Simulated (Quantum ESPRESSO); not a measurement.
The system is Si.

```
Si
1.0
     2.53211    0.00000    0.00000
     0.00000    2.53211    0.00000
     0.00000    0.00000    2.53211
Si
1
Direct
  0.50000 0.50000 0.50000
```

The cell was built by a generator and needn't be a form met in nature.

- Program: Quantum ESPRESSO 7.5
- Task: Wannier functions
- Functional: PBE
- Potentials or basis: GBRV 1.5 PBE
- Cutoff: 612 eV
- Density cutoff: 4898 eV
- k mesh: 10 × 10 × 10
- Occupations: fermi-dirac, width 0.05 eV
- Spin: no spin polarisation
- Mixing beta: 0.5
- Most SCF iterations: 120
- SCF threshold: 2e-10 Ry
- k mesh for the Wannier functions: 6 × 6 × 6
- Projections: Si sp

Start: atomic projections with disentanglement, frozen window up to 1.0 eV over the reference level. The reference level is the Fermi level, or the middle of the gap.

Problem. With atomic projections with disentanglement, how many functions result, how localised are they, and how well do they interpolate the bands?

Solution. 4 functions with spreads from 1.31 to 1.64 Å², 6.2 Å² in all; they miss the direct bands by 157 meV (root mean square).

Wannier functions:
```
function  nearest atom  distance (Å)  spread (Å²)  on-site energy from the reference level (eV)
       1          1 Si          0.00         1.31                                         -5.22
       2          1 Si          0.00         1.64                                          2.84
       3          1 Si          0.00         1.64                                          2.84
       4          1 Si          0.00         1.64                                          2.84
```

Parts of the spread (Å²): invariant 4.09, diagonal 0.000, off-diagonal 2.14, total 6.23. Against the direct bands the interpolation misses by 157 meV (root mean square) and 1142 meV at most, for states up to 1 eV over the reference level.
